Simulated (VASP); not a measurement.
**Ru: single point with r2SCAN**

Crystal: Ru.

```
Ru
1.0
     0.00000    2.06820    1.91500
     2.06820    0.00000    1.91500
     2.06820    2.06820    0.00000
Ru
1
Direct
  0.00000 0.00000 0.00000
```

The cell isn't the ideal one: strain +0.080 along x and y, +0.000 along z, atoms carried along.

```
Program                : VASP 6.6.1
Task                   : single point
Functional             : r2SCAN
Potentials or basis    : VASP PAW PBE potentials, release 64 (Ru_pv)
Cutoff                 : 520 eV
k mesh                 : 22 × 22 × 22
Occupations            : gaussian, width 0.15 eV
Spin                   : no spin polarisation
Dipole correction      : no
Further INCAR settings : ALGO = Normal; EDIFF = 1e-06; NBANDS = 13
```

| Property | Result |
| --- | --- |
| Pressure | -38.4 GPa |
| Band gap on the k mesh | none (metal or under the smearing width) |

Stress tensor (GPa, compression positive):
```
-42.72   0.00   0.00
  0.00 -42.72   0.00
  0.00   0.00 -29.87
```

Levels at points of the mesh, in eV from the Fermi level:
```
           k point  band 5  band 6  band 7  band 8  band 9  band 10
(0.00, 0.00, 0.00)   -2.26   -2.26   -1.51   -0.62    0.22     8.53
(0.50, 0.00, 0.00)   -2.53   -1.71    1.01    1.10    1.50     8.38
(0.50, 0.50, 0.00)   -4.77    1.24    1.71    1.71    4.35     8.53
(0.50, 0.00, 0.50)   -4.67    1.20    1.38    1.94    2.78     8.53
```

Wall time 2.8 min on 1 thread of Intel(R) Xeon(R) 6975P-C (Granite Rapids) (shared host), peak memory 0.28 GiB.

Caveat: the cell as given lies far from equilibrium; so large a pressure means that the cell lies far from this level's equilibrium, or that cutoff or potentials fall short; the potentials were made for another functional, which shifts forces and pressure.
